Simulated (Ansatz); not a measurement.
input.yaml (Ansatz)

```yaml
crystal:
  lattice:
    - [-2.9414356069, 3.347867116, 1.3277264849]
    - [3.347867116, -2.9414356069, 1.3277264849]
    - [1.8924419834, 1.8924419834, -0.5833464317]
  atoms:
    - { symbol: Pd, position: [0.0079738939, 0.9920261061, 1.0], spin: 0.5 }
    - { symbol: Pd, position: [0.7420261061, 0.2579738939, 0.5], spin: 0.5 }
hamiltonian:
  xc: rpbe
  pseudopotentials:
    kind: paw
    azcp:
      Pd: "pseudopotentials/Pd.paw.azcp"
basis:
  ecutwfc: 420
  fft_grid_basis: typed
kpoints:
  mp_grid: { grid: [20, 20, 19], shift: [0, 0, 0] }
magnetization:
  spin_polarized: true
scf:
  occupations: { method: fermi_dirac, width: 0.05 }
output:
  write_density: true
  write_potential: true
  elf: true
  volumetric_format: npy
```

and its output:

```
Engine: ansatz 0.2.0, aarch64-unknown-linux-gnu
Pseudopotentials: kind: paw
Pseudopotential: Pd, paw, valence charge 18, recommended cutoff 420 eV (normal) 
Functional definition: RPBE
  parameter kappa = 0.804
  parameter beta = 0.06672455060314922
  exchange = rpbe_x(kappa = kappa, mu = beta*pi^2/3)
  correlation = pbe_c(beta = beta)
Crystal: 2 atoms, lattice volume = 33.097 Å³
Basis set: ecut = 420 eV, 655 PW (Γ)
Bands: 23, of which v1, the nominal top of the filled ones, is band 18 counted from 1 (17 counted from 0)
Symmetry: 4 space group operations
Space group: C2/c (ITA 15), of the structure as read, at distance tolerance 3.2e-5 Å
Magnetic group: BNS 15.85 (UNI 92), of the structure as read, at distance tolerance 3.2e-5 Å
k-points: 2001 of 7600
Non-local potential: Pd, projectors of the file, l = 0: 2, l = 1: 2, l = 2: 2, l = 3: 1
PAW form: soft (Blöchl's): semilocal exchange-correlation on the pseudo side does not see the compensation charge
PAW frozen core: Pd, regenerated for the run's functional, and the local potential with it (the file was generated under x = pbe(κ = 0.804, μ = 0.2195149727645171), c = pbe(β = 0.06672455060314922))
PAW one-centre angular grid: Pd, 590 points (default); XC on 64 Gauss nodes
Initial density: superposition of atomic densities (chi_scale 0.1, normalization cell)
Starting moments: Σ|m| = 1 μB on 2 of 2 sites
Initial wavefunctions: pseudopotential atomic-orbital guess
Functional: x = rpbe, c = pbe(β = 0.06672455060314922)
SCF iter   1: F=—  HF=-13962.481573 eV  |F-HF|=—  |Δ(HF+E_count)|=         —  Δρ=8.22e-2 (↑8.22e-2 ↓5.92e-2)  dr2=6.80e0  dr2_m=7.04e-2  M=0.560 μB ∫|m|=0.574 μB  β_m=0.30  ethr=3.10e-3  ⟨swp⟩=5.2  Hψ=386326  notcnv=0
spin=Collinear: Kerker preconditioning applied to the charge; magnetization (m = ρ↑ − ρ↓) channel mixes plain (no charge-response kernel on spin).
SCF iter   2: F=—  HF=-13961.358756 eV  |F-HF|=—  |Δ(HF+E_count)|=    1.12e0  Δρ=4.89e-2 (↑4.89e-2 ↓3.29e-2)  dr2=2.22e0  dr2_m=4.58e-2  M=0.498 μB ∫|m|=0.522 μB  β_m=0.30  ethr=3.10e-3  ⟨swp⟩=2.4  Hψ=182513  notcnv=0  defer=1034
spin-set hold released at iteration 2 (site moments show no strong build): the magnetisation degrees of freedom join the quasi-Newton model from the next iteration; the mixer history was kept
SCF iter   3: F=—  HF=-13960.855439 eV  |F-HF|=—  |Δ(HF+E_count)|=   5.03e-1  Δρ=1.93e-2 (↑1.47e-2 ↓1.93e-2)  dr2=1.15e-1  dr2_m=3.14e-2  M=0.442 μB ∫|m|=0.472 μB  β_m=0.30  ethr=3.10e-3  ⟨swp⟩=2.1  Hψ=149476  notcnv=0  defer=1034
SCF iter   4: F=—  HF=-13960.861397 eV  |F-HF|=—  |Δ(HF+E_count)|=   5.96e-3  Δρ=1.10e-2 (↑1.00e-2 ↓1.10e-2)  dr2=9.86e-3  dr2_m=3.07e-2  M=0.435 μB ∫|m|=0.459 μB  β_m=0.65  ethr=3.18e-4  ⟨swp⟩=3.0  Hψ=169981  notcnv=0  defer=1440
SCF iter   5: F=—  HF=-13960.874704 eV  |F-HF|=—  |Δ(HF+E_count)|=   1.33e-2  Δρ=7.01e-3 (↑6.37e-3 ↓7.01e-3)  dr2=2.18e-3  dr2_m=1.29e-2  M=0.336 μB ∫|m|=0.366 μB  β_m=0.82  ethr=2.74e-5  ⟨swp⟩=1.5  Hψ=110792  notcnv=0  defer=1440
SCF iter   6: F=—  HF=-13960.883118 eV  |F-HF|=—  |Δ(HF+E_count)|=   8.41e-3  Δρ=2.24e-3 (↑2.24e-3 ↓1.98e-3)  dr2=1.37e-4  dr2_m=1.29e-3  M=0.149 μB ∫|m|=0.177 μB  β_m=0.91  ethr=6.06e-6  ⟨swp⟩=2.0  Hψ=140382  notcnv=0  defer=1440
SCF iter   7: F=—  HF=-13960.884851 eV  |F-HF|=—  |Δ(HF+E_count)|=   1.73e-3  Δρ=6.53e-4 (↑4.69e-4 ↓6.53e-4)  dr2=8.30e-5  dr2_m=7.83e-5  M=0.036 μB ∫|m|=0.044 μB  β_m=0.96  ethr=3.79e-7  ⟨swp⟩=2.0  Hψ=164233  notcnv=0  defer=1440
SCF iter   8: F=—  HF=-13960.884998 eV  |F-HF|=—  |Δ(HF+E_count)|=   1.47e-4  Δρ=1.42e-4 (↑1.42e-4 ↓1.17e-4)  dr2=1.96e-5  dr2_m=8.52e-7  M=0.003 μB ∫|m|=0.004 μB  β_m=0.98  ethr=2.31e-7  ⟨swp⟩=2.2  Hψ=141066  notcnv=0  defer=1440
SCF iter   9: F=—  HF=-13960.885007 eV  |F-HF|=—  |Δ(HF+E_count)|=   8.65e-6  Δρ=3.81e-5 (↑2.93e-5 ↓3.81e-5)  dr2=1.08e-6  dr2_m=7.27e-8  M=-0.001 μB ∫|m|=0.001 μB  β_m=0.99  ethr=5.45e-8  ⟨swp⟩=2.0  Hψ=122566  notcnv=0  defer=1440
SCF iter  10: F=—  HF=-13960.885007 eV  |F-HF|=—  |Δ(HF+E_count)|=   2.53e-7  Δρ=9.11e-6 (↑7.19e-6 ↓9.11e-6)  dr2=5.39e-8  dr2_m=4.77e-9  M=0.000 μB ∫|m|=0.000 μB  β_m=0.99  ethr=2.78e-10  ⟨swp⟩=2.8  Hψ=262299  notcnv=0
SCF iter  11: F=—  HF=-13960.885007 eV  |F-HF|=—  |Δ(HF+E_count)|=   5.27e-9  Δρ=2.59e-6 (↑2.36e-6 ↓2.59e-6)  dr2=5.50e-9  dr2_m=2.73e-10  M=0.000 μB ∫|m|=0.000 μB  β_m=1.00  ethr=1.50e-10  ⟨swp⟩=2.0  Hψ=180221  notcnv=0
SCF iter  12: F=-13960.885007 eV  HF=-13960.885007 eV  |F-HF|=8.00e-11  |Δ(HF+E_count)|=   1.42e-9  Δρ=6.61e-7 (↑5.77e-7 ↓6.61e-7)  dr2=4.68e-10  dr2_m=6.04e-12  M=0.000 μB ∫|m|=0.000 μB  ethr=1.53e-11  ⟨swp⟩=2.0  Hψ=180880  notcnv=0
SCF 1 converged in 12 iterations: F = -13960.885007 eV  dr2 = 4.68e-10
WARN: the starting moments were not kept: the SCF closed with an absolute magnetisation of 7.3e-6 μB, where they sum to 1 μB in size (2 sites). That is at most 0.1 of that sum. Measured as dr2_m measures the in/out step, that magnetisation stands 1.4e-11 eV from none, at or under the dr2_threshold of 1.0e-7 eV: it is no larger than a step whose dr2_m would equal this threshold. The system may hold no moment; this SCF shows only that its start led to no more than that. To try another start: raise the starting moments (crystal.atoms[].spin, magnetization.per_species, magnetization.initial_magnetization, or on a non-collinear deck that types none of these the spinor_matrix: blocks that start its atoms; where the total moment is fixed, keep their sum and leave initial_magnetization as it is; typed ones take the place of any that the run laid by itself, positive ones on a crystal's lanthanoids without a Hubbard term where scf.initial_density.shell_occupations: [] is typed) or, if the notice of its spin-set hold's release reads "site moments contracting" or "site moments show no strong build", lengthen the hold (scf.mixing.spin_hold: { on: { confirm: 4 } }; for m-r²SCAN on two components see the key's manual first). Each may lead to a state that holds a moment. A second SCF, from the converged charge density, with the starting moments and any scf.initial_density.shell_occupations laid on it anew, would have followed, and was not run: the deck does not ask for one (magnetization.retry_lost_moments is false, the default). To let it run, set magnetization.retry_lost_moments: true and run the deck again, where that key's refused combinations let it; where memory then withholds it, that run's warning says so.
SCF converged after 12 iterations
Magnetization: 0.0000 μB (18.0000 up, 18.0000 down)
Absolute magnetization: 0.0000 μB (∫|ρ↑−ρ↓|, with the PAW one-centre terms)
Spin contamination: 0.0000 ħ² per cell (⟨S²⟩ above its minimum at these occupations)
Per-site moments (μB) at R_I (Å): [(2.5759953597373708e-6, 1.1207408361771307), (2.5759953597124294e-6, 1.1207408361771307)]
Free energy (F): -13960.885007 eV
Harris-Foulkes:  -13960.885007 eV  (|F-HF|=8.00e-11)
Internal energy: -13960.856780 eV  (E = F + TS)
E sigma→0 (E₀):  -13960.870894 eV
Entropy (-TS):   -0.028226 eV (-14.113 meV/atom)
Fermi energy:    17.117447 eV
--- Per-component energies (eV) ---
  E_band       = -360.256876
  E_kinetic    = 1026.174307
  E_local      = -3901.880942  (includes V_loc(G=0)·N_el)
  E_nonlocal   = 433.220304
  E_hartree    = 1581.069677
  E_xc         = -336.616213
  E_vxc        = -421.480579  (∫ρ·V_xc dr)
  E_paw        = -7516.131959  (= ΣΔE_a)
  E_vpaw       = -658.429084  (= ΣTr[D̂ρ^β])
  E_aug_tail   = 0.000434  (compensation charges beyond the density's cutoff)
  E_ewald      = -5246.474706
  E_core_change = -0.217683  (= ΣΔE_core)
  E_smearing   = -0.028226  (= −TS)
  E_closure    = 0.000000  (closes the sum)
  Σ components = -13960.885007   (vs F -13960.885007, Δ=0.00e0)
--- Band table (eV; the first three rows and the last of 4002) ---
  k-point 0 ↑: bands = ["-66.7754", "-66.7317", "-32.6451", "-32.4212", "-32.3649", "-32.3347", "-32.3293", "-32.3238", "10.7985", "12.4172", "13.0481", "13.5516", "14.7307", "15.0607", "15.8008", "16.2853", "16.6869", "16.9087", "17.4112", "19.0712", "24.5217", "31.2928", "34.7739"]
  k-point 1 ↑: bands = ["-66.7746", "-66.7314", "-32.6423", "-32.4268", "-32.3642", "-32.3362", "-32.3344", "-32.3254", "10.8668", "12.4795", "13.0583", "13.5709", "14.7041", "15.0914", "15.7907", "16.2392", "16.7056", "16.8931", "17.1324", "19.4137", "24.5229", "30.8268", "34.8765"]
  k-point 2 ↑: bands = ["-66.7722", "-66.7308", "-32.6342", "-32.4430", "-32.3621", "-32.3563", "-32.3336", "-32.3302", "11.0669", "12.6602", "13.0875", "13.6241", "14.6301", "15.1853", "15.7580", "16.1211", "16.6076", "16.7454", "16.8531", "20.1330", "24.5298", "29.7130", "34.8629"]
  k-point 2000 ↓: bands = ["-66.7344", "-66.7341", "-32.6662", "-32.6654", "-32.3993", "-32.3981", "-32.3343", "-32.3287", "12.5408", "12.5535", "13.7462", "13.8779", "15.5450", "15.5551", "16.2684", "16.4215", "17.1579", "17.2848", "18.2922", "18.4556", "23.6986", "23.7591", "33.0787"]
```

Command:

```sh
ansatz run input.yaml --threads 2 --pin off --max-ram 5120MiB --backend cpu --events-out ev --progress --plain --runs-dir out
```

On 2 threads of Arm Neoverse V2 (shared host) this took about 100 s of wall time and 200 s of CPU time, with 2 GiB at the peak.
